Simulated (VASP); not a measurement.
Lu:

```
Lu
1.0
    -1.95411    1.95411    1.95411
     1.95411   -1.95411    1.95411
     1.95411    1.95411   -1.95411
Lu
1
Direct
  0.00000 0.00000 0.00000
```

This isn't the form of Lu at room conditions, which is hcp.

```yaml
Program: VASP 6.6.1
Task: relaxation of cell and atoms
Functional: rev-vdW-DF2
Potentials_or_basis: VASP PAW PBE potentials, release 64 (Lu)
Cutoff: 600 eV
k_mesh: 10 × 10 × 10
Occupations: fermi-dirac, width 0.05 eV
Spin: no spin polarisation
```

At the start: pressure -2.0 GPa; volume 29.85 Å³/atom.

Problem. Where does the relaxation end?

Solution. Over 11 steps the energy falls by 10.4 meV/atom and the volume is 28.37 Å³/atom (-4.9 %); space group Im-3m (No. 229, to 0.05 Å).

Step by step:
| step | energy change (eV) | largest force (eV/Å) | pressure (GPa) | volume (Å³) |
| --- | --- | --- | --- | --- |
| 1 | 0.0000 | 0.0000 | -1.96 | 29.85 |
| 2 | -0.0104 | 0.0000 | 0.24 | 28.29 |
| 3 | -0.0104 | 0.0000 | -0.06 | 28.40 |
| 4 | -0.0104 | 0.0000 | -0.04 | 28.37 |
| 5 | -0.0104 | 0.0000 | 0.05 | 28.33 |
| 6 | -0.0104 | 0.0000 | 0.05 | 28.37 |
| 7 | -0.0103 | 0.0000 | -0.18 | 28.49 |
| 8 | -0.0104 | 0.0000 | -0.05 | 28.40 |
| 9 | -0.0104 | 0.0000 | -0.10 | 28.39 |
| 10 | -0.0104 | 0.0000 | -0.07 | 28.38 |
| 11 | -0.0104 | 0.0000 | 0.02 | 28.37 |

Final structure:
```
Lu
1.0
    -1.92139    1.92139    1.92139
     1.92139   -1.92139    1.92139
     1.92139    1.92139   -1.92139
Lu
1
Direct
  0.00000 0.00000 0.00000
```

Caveat: the PAW data sets were made with another functional, which shifts forces and pressure a little.
